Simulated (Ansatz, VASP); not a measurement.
## Si2C: VASP beside Ansatz

INCAR

```
SYSTEM = Si2C
PREC = Accurate
ENCUT = 600
EDIFF = 1E-6
ISMEAR = 0
SIGMA = 0.1
LREAL = .FALSE.
LASPH = .TRUE.
NELM = 80
ALGO = Normal
ISIF = 3
LWAVE = .FALSE.
LCHARG = .FALSE.
GGA = PE
IBRION = 2
NSW = 90
EDIFFG = -0.04
```

The input KPOINTS:

```
regular mesh
0
G
  4 4 6
  0 0 0
```

The input POSCAR:

```
Si2C
1.0
    4.9770343724      0.0000000000      0.0000000000
    0.0000000000      4.9770343724      0.0000000000
    0.0000000000      0.0000000000      3.2057128228
Si C
4 2
Direct
    0.3060000000      0.3060000000      0.0000000000
    0.1940000000      0.8060000000      0.5000000000
    0.6940000000      0.6940000000      0.0000000000
    0.8060000000      0.1940000000      0.5000000000
    0.0000000000      0.0000000000      0.0000000000
    0.5000000000      0.5000000000      0.5000000000
```

Input for Ansatz:

```yaml
crystal:
  lattice:
    - [4.9770343724, 0.0, 0.0]
    - [0.0, 4.9770343724, 0.0]
    - [0.0, 0.0, 3.2057128228]
  atoms:
    - { symbol: Si, position: [0.306, 0.306, 0.0] }
    - { symbol: Si, position: [0.194, 0.806, 0.5] }
    - { symbol: Si, position: [0.694, 0.694, 0.0] }
    - { symbol: Si, position: [0.806, 0.194, 0.5] }
    - { symbol: C, position: [0.0, 0.0, 0.0] }
    - { symbol: C, position: [0.5, 0.5, 0.5] }
basis:
  ecutwfc: 420
kpoints:
  mp_grid: { grid: [4, 4, 6] }
hamiltonian:
  xc: pbe
scf:
  occupations: { method: gaussian, width: 0.1 }
  lower_state_search: "off"
output:
  forces: true
  stress: true
  eigenvalues: true
relax:
  adjacent_minimum: "off"
  f_tol: 0.04
  max_steps: 70
  cell: { stress_tol: 0.4 }
```

Alike in both runs: task relaxation of cell and atoms; functional PBE; k mesh 4 × 4 × 6; occupations gaussian, width 0.1 eV; no spin polarisation.

```csv
,VASP,Ansatz
version,VASP 6.6.1,Ansatz 0.2.0
potentials or method,"VASP PAW PBE potentials, release 64 (Si, C)","scalar-relativistic, plane waves, PAW"
plane-wave cutoff (eV),600,420
valence electrons in the cell,24,24
```

Ansatz gave:

| Quantity | Value |
| --- | --- |
| gap on the k mesh at the Fermi level, each at its own relaxed structure (eV) | none |
| relaxed volume (Å³/atom) | 12.20 |
| relaxed cell length with the largest relative difference (Å) | 5.027 |
| energy change over the relaxation (meV/atom) | -114 |

Problem. What did VASP give for the same quantities?

Solution. gap on the k mesh at the Fermi level, each at its own relaxed structure (eV): none; relaxed volume (Å³/atom): 12.17; relaxed cell length with the largest relative difference (Å): 5.020; energy change over the relaxation (meV/atom): -113.

A gap of «none» marks a metal or a gap that the smearing closes.

Caveats: the bands computed are all filled at some k points, so no gap is given.
